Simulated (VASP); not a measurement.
# Ti3Al (P-6m2) in VASP: notebook

One crystal, Ti3Al, is run at these levels: PBE, PBEsol; tasks: single point.

Program: VASP 6.6.1. These are calculated values, not measurements. Logs are shortened: lines on timing, memory, paths and dates and some standing lists are left out, and cuts for length are marked.

## (1) Starting point

It takes space group P-6m2 (No. 187, hexagonal). The conventional cell has a = 2.928 Å, b = 2.928 Å, c = 9.226 Å, α = 90.00°, β = 90.00°, γ = 120.00°. Around Ti (site symmetry 3m) lie 9 Ti at 2.86 to 2.93 Å and 3 Al at 2.86 Å. Ti (site symmetry -6m2) has 12 Ti at 2.86 to 2.93 Å as nearest neighbours. Al (site symmetry -6m2) is surrounded by 6 Ti at 2.86 Å and 6 Al at 2.93 Å.

The cell comes from a database or a generator and needn't be the stable form of this composition.

## (2) Single point, PBE

Input file INCAR:

```
ALGO     = Normal         # electronic algorithm
EDIFF    = 1E-7           # SCF threshold, eV
ENCUT    = 520            # plane-wave cutoff, eV
GGA      = PE             # functional
ISIF     = 2              # what is computed and relaxed
ISMEAR   = -1             # smearing method
LASPH    = True           # aspherical terms in the spheres
LCHARG   = True           # write CHGCAR
LELF     = True           # ELF
LREAL    = False          # projectors in reciprocal space
LVHAR    = True         
LWAVE    = False          # write WAVECAR
NBANDS   = 28             # bands
NELM     = 60             # most SCF steps
PREC     = Accurate       # precision mode
SIGMA    = 0.05           # smearing width, eV
```

Input file KPOINTS:

```
k-points
0
Gamma
  10 10 3
```

Input file POSCAR:

```
Ti3Al
1.0
    2.9275422229      0.0000000000      0.0000000000
   -1.4637711114      2.5353259357      0.0000000000
    0.0000000000      0.0000000000      9.2263620000
Ti Al
3 1
Direct
    0.3333333333      0.6666666667      0.2494060000
    0.3333333333      0.6666666667      0.7505940000
    0.6666666667      0.3333333333      0.0000000000
    0.6666666667      0.3333333333      0.5000000000
```

Potentials or basis: VASP PAW PBE potentials, release 64 (Ti_sv, Al).

Command:

```bash
$ cat potpaw_PBE.64/Ti_sv/POTCAR potpaw_PBE.64/Al/POTCAR > POTCAR
$ mpirun -np 1 vasp_std > vasp.out
```

OUTCAR:

```text
EDIFF = 1E-7
   ENCUT = 520
   GGA = PE
   ISIF = 2
   ISMEAR = -1
   LASPH = True
   LREAL = False
   NELM = 60
   PREC = Accurate

 ion  position               nearest neighbor table
   1  0.333  0.667  0.249-   3 2.86   3 2.86   3 2.86   4 2.86   4 2.86   4 2.86
   2  0.333  0.667  0.751-   3 2.86   3 2.86   3 2.86   4 2.86   4 2.86   4 2.86
   3  0.667  0.333  0.000-   1 2.86   2 2.86   1 2.86   2 2.86   1 2.86   2 2.86
   4  0.667  0.333  0.500-   1 2.86   2 2.86   1 2.86   2 2.86   1 2.86   2 2.86

  LATTYP: Found a hexagonal cell.
 ALAT       =     2.9275422229
 C/A-ratio  =     3.1515726495

  Lattice vectors:

 A1 = (   2.9275422229,   0.0000000000,   0.0000000000)
 A2 = (  -1.4637711114,   2.5353259357,   0.0000000000)
 A3 = (   0.0000000000,   0.0000000000,   9.2263620000)

Analysis of symmetry for initial positions (statically):
=====================================================================
 Subroutine PRICEL returns:
 Original cell was already a primitive cell.

 Routine SETGRP: Setting up the symmetry group for a
 hexagonal supercell.

 Subroutine GETGRP returns: Found 12 space group operations
 (whereof 12 operations were pure point group operations)
 out of a pool of 24 trial point group operations.

The static configuration has the point symmetry D_3h.

Analysis of symmetry for dynamics (positions and initial velocities):
=====================================================================
 Subroutine PRICEL returns:
 Original cell was already a primitive cell.

 Routine SETGRP: Setting up the symmetry group for a
 hexagonal supercell.

 Subroutine GETGRP returns: Found 12 space group operations
 (whereof 12 operations were pure point group operations)
 out of a pool of 24 trial point group operations.

The dynamic configuration has the point symmetry D_3h.

 Subroutine INISYM returns: Found 12 space group operations
 (whereof 12 operations are pure point group operations),
 and found     1 'primitive' translations

----------------------------------------------------------------------------------------

                                     Primitive cell

  volume of cell :      68.4806

  direct lattice vectors                    reciprocal lattice vectors
     2.927542223  0.000000000  0.000000000     0.341583459  0.197213302  0.000000000
    -1.463771111  2.535325936  0.000000000     0.000000000  0.394426604  0.000000000
     0.000000000  0.000000000  9.226362000     0.000000000  0.000000000  0.108385082

  length of vectors
     2.927542223  2.927542223  9.226362000     0.394426604  0.394426604  0.108385082

  position of ions in fractional coordinates (direct lattice)
     0.333333333  0.666666667  0.249406000
     0.333333333  0.666666667  0.750594000
     0.666666667  0.333333333  0.000000000
     0.666666667  0.333333333  0.500000000

  ion indices of the primitive-cell ions
   primitive index   ion index
                 1           1
                 2           2
                 3           3
                 4           4

----------------------------------------------------------------------------------------

 KPOINTS: k-points

Automatic generation of k-mesh.
 Grid dimensions read from file:
 generate k-points for:   10   10    3

 Generating k-lattice:

  Cartesian coordinates                     Fractional coordinates (reciprocal lattice)
     0.034158346  0.019721330  0.000000000     0.100000000  0.000000000  0.000000000
     0.000000000  0.039442660  0.000000000     0.000000000  0.100000000  0.000000000
     0.000000000  0.000000000  0.036128361     0.000000000  0.000000000  0.333333333

  Length of vectors
     0.039442660  0.039442660  0.036128361

  Shift w.r.t. Gamma in fractional coordinates (k-lattice)
     0.000000000  0.000000000  0.000000000

 Subroutine IBZKPT returns following result:
 ===========================================

 Found     28 irreducible k-points:

 Following reciprocal coordinates:
            Coordinates               Weight
  0.000000  0.000000  0.000000      1.000000
  0.100000 -0.000000  0.000000      6.000000
  0.200000 -0.000000  0.000000      6.000000
  0.300000  0.000000  0.000000      6.000000
  0.400000  0.000000  0.000000      6.000000
  0.500000 -0.000000  0.000000      3.000000
[... 16 lines left out ...]
  0.300000  0.100000  0.333333     24.000000
  0.400000  0.100000  0.333333     24.000000
 [... further k-points ...]
   k-points           NKPTS =     28   k-points in BZ     NKDIM =     28   number of bands    NBANDS=     28
   number of dos      NEDOS =    301   number of ions     NIONS =      4
   total plane-waves  NPLWV =  40320
   dimension x,y,z NGX =    24 NGY =   24 NGZ =   70
   dimension x,y,z NGXF=    48 NGYF=   48 NGZF=  140
   ions per type =               3   1
   NGX,Y,Z   is equivalent  to a cutoff of  13.63, 13.63, 12.61 a.u.
   NGXF,Y,Z  is equivalent  to a cutoff of  27.26, 27.26, 25.23 a.u.
 SYSTEM =  unknown system
   PREC   = accura    normal or accurate (medium, high low for compatibility)
   ISTART =      0    job   : 0-new  1-cont  2-samecut
   ICHARG =      2    charge: 1-file 2-atom 10-const
   ISPIN  =      1    spin polarized calculation?
   LNONCOLLINEAR =      F non collinear calculations
   LSORBIT =      F    spin-orbit coupling
   LASPH  =      T    aspherical Exc in radial PAW
   ENCUT  =  520.0 eV  38.22 Ry    6.18 a.u.   5.44  5.44 17.15*2*pi/ulx,y,z
   NELM   =     60;   NELMIN=  2; NELMDL= -5     # of ELM steps
   EDIFF  = 0.1E-06   stopping-criterion for ELM
   LREAL  =      F    real-space projection
   EDIFFG = 0.1E-05   stopping-criterion for IOM
   NSW    =      0    number of steps for IOM
   IBRION =     -1    ionic relax: 0-MD 1-quasi-New 2-CG
   NFREE  =      0    steps in history (QN), initial steepest desc. (CG)
   ISIF   =      2    stress and relaxation
   ISYM   =      2    0-nonsym 1-usesym 2-fastsym
   POTIM  = 0.5000    time-step for ionic-motion
   TEBEG  =    0.0;   TEEND  =   0.0 temperature during run
   PSTRESS=    0.0 pullay stress
   NELECT =      39.0000    total number of electrons
   NUPDOWN=      -1.0000    fix difference up-down
   EMIN   =  10.00;   EMAX   =-10.00  energy-range for DOS
   EFERMI =   0.00;   METHOD = LEGACY
   ISMEAR =    -1;   SIGMA  =   0.05  broadening in eV -4-tet -1-fermi 0-gaus
   EFERMI_NEDOS =   21; number of points for ismear=-14 and -15
   IALGO  =     38    algorithm
   IMIX   =      4    mixing-type and parameters
     AMIX     =   0.40;   BMIX     =  1.00
     AMIX_MAG =   1.60;   BMIX_MAG =  1.00
  volume/ion in A,a.u.               =      17.12       115.53
  Fermi-wavevector in a.u.,A,eV,Ry     =   1.356981  2.564323 25.053746  1.841398
  Thomas-Fermi vector in A             =   2.483938
   LORBIT       =      0    0 simple, 1 ext, 2 COOP (PROOUT), +10 PAW based schemes
   GGA     = PE    functional components
   LHFCALC =     F    Hartree Fock is set to
   AEXX    =    0.0000 exact exchange contribution
   IVDW    =     0    specifies the selected vdW correction
   LEPSILON=     F    determine dielectric tensor
   LRPA    =     F    only Hartree local field effects (RPA)
 non-spin polarized calculation
  energy-cutoff  :      520.00
  volume of cell :       68.48
 maximum number of plane-waves:      1907
 NGX is ok and might be reduce to    24
   NGX = 11   NGY = 11   NGZ = 35

 number of electron      38.9999989 magnetization

 Free energy of the ion-electron system (eV)
  ---------------------------------------------------
  ext. energy  EPLUGINS =         0.00000000
  ---------------------------------------------------
  free energy    TOTEN  =       -27.78819984 eV

  energy without entropy =      -27.75966877  energy(sigma->0) =      -27.77393430

 E-fermi :   8.0017     XC(G=0): -11.1945

 val. band max:        7.9610124401   @ k =   0.2000   0.2000   0.3333
 cond. band min:       8.0233413919   @ k =   0.4000   0.2000   0.3333
 fundamental gap:      0.0623289518
 Fermi energy:         8.0017405382

 k-point     1 :       0.0000    0.0000    0.0000
  band No.  band energies     occupation
      1     -48.7471      2.00000
      2     -48.6955      2.00000
      3     -48.6414      2.00000
      4     -25.2602      2.00000
      5     -25.0111      2.00000
      6     -24.7254      2.00000
[... 20 lines left out ...]
     27      10.0816      0.00000
     28      10.6924      0.00000

 k-point     2 :       0.1000   -0.0000    0.0000
  band No.  band energies     occupation
      1     -48.7378      2.00000
      2     -48.6885      2.00000
      3     -48.6367      2.00000
      4     -25.2438      2.00000
      5     -25.0119      2.00000
      6     -24.7524      2.00000
[... 20 lines left out ...]
     27       9.9931      0.00000
     28      10.6101      0.00000

 k-point     3 :       0.2000   -0.0000    0.0000
  band No.  band energies     occupation
      1     -48.7129      2.00000
      2     -48.6701      2.00000
      3     -48.6248      2.00000
      4     -25.2012      2.00000
      5     -25.0286      2.00000
      6     -24.8483      2.00000
[... 20 lines left out ...]
     27       9.9839      0.00000
     28      10.5617      0.00000

 k-point     4 :       0.3000    0.0000    0.0000
  band No.  band energies     occupation
      1     -48.6801      2.00000
      2     -48.6472      2.00000
      3     -48.6119      2.00000
      4     -25.1595      2.00000
      5     -25.0979      2.00000
      6     -24.9610      2.00000
[... 578 lines left out ...]
     27      10.3605      0.00000
     28      10.7949      0.00000

 k-point    23 :       0.3000    0.1000    0.3333
  band No.  band energies     occupation
      1     -48.6602      2.00000
      2     -48.6344      2.00000
      3     -48.6061      2.00000
      4     -25.1533      2.00000
      5     -25.1403      2.00000
      6     -25.0199      2.00000
[... 20 lines left out ...]
     27      11.0040      0.00000
     28      11.3672      0.00000

 k-point    24 :       0.4000    0.1000    0.3333
  band No.  band energies     occupation
      1     -48.6376      2.00000
      2     -48.6215      2.00000
      3     -48.6030      2.00000
      4     -25.2054      2.00000
      5     -25.1854      2.00000
      6     -25.0862      2.00000
[... 20 lines left out ...]
     27      11.1227      0.00000
     28      11.4481      0.00000

 [... further k-points ...]

------------------------ aborting loop because EDIFF is reached ----------------------------------------

  FORCE on cell =-STRESS in cart. coord.  units (eV):
  Direction    XX          YY          ZZ          XY          YZ          ZX
  --------------------------------------------------------------------------------------
  -------------------------------------------------------------------------------------
  Total        0.0147919      0.0147919      0.0939157      0.0000000     -0.0000000      0.0000000
  in kB        0.3460718      0.3460718      2.1972587      0.0000000     -0.0000000      0.0000000
  external PRESSURE =       0.9631341 kB  Pullay stress =       0.0000000 kB

 VOLUME and BASIS-vectors are now :
 -----------------------------------------------------------------------------
  energy-cutoff  :      520.00
  volume of cell :       68.48
      direct lattice vectors                 reciprocal lattice vectors
     2.927542223  0.000000000  0.000000000     0.341583459  0.197213302  0.000000000
    -1.463771111  2.535325936  0.000000000     0.000000000  0.394426604  0.000000000
     0.000000000  0.000000000  9.226362000     0.000000000  0.000000000  0.108385082

 POSITION                                       TOTAL-FORCE (eV/Angst)
 -----------------------------------------------------------------------------------
     -0.00000      1.69022      2.30111        -0.000000      0.000000     -0.011373
     -0.00000      1.69022      6.92525        -0.000000      0.000000      0.011373
      1.46377      0.84511      0.00000         0.000000     -0.000000      0.000000
      1.46377      0.84511      4.61318        -0.000000      0.000000      0.000000
 -----------------------------------------------------------------------------------
    total drift:                                0.000000     -0.000000      0.000000

  FREE ENERGIE OF THE ION-ELECTRON SYSTEM (eV)
  ---------------------------------------------------
  free  energy   TOTEN  =       -27.7881998417 eV

  energy  without entropy=      -27.7596687681  energy(sigma->0) =      -27.77393430
```

Run time: 50 s. Hardware: 1 thread of Intel Xeon Platinum 8488C (Sapphire Rapids), shared host; peak memory 0.21 GiB.

What came out:

```
Free energy            : -27.7882 eV
Pressure               : 0.1 GPa
Largest force          : 0.011 eV/Å
Band gap on the k mesh : none (metal or under the smearing width)
```

Forces in eV/Å, atoms in the order of the input:
```
Ti   0.000  0.000 -0.011
Ti   0.000  0.000  0.011
Ti   0.000  0.000  0.000
Al   0.000  0.000  0.000
```

Levels at points of the mesh, in eV from the Fermi level:
```csv
k point,band 17,band 18,band 19,band 20,band 21,band 22,band 23,band 24
"(0.00, 0.00, 0.00)",-0.77,0.46,0.72,0.81,0.81,0.90,0.90,1.21
"(0.50, 0.00, 0.00)",-1.46,-1.21,-0.65,-0.41,0.89,0.98,1.11,1.72
```

(Continued in part 2 of 2.)
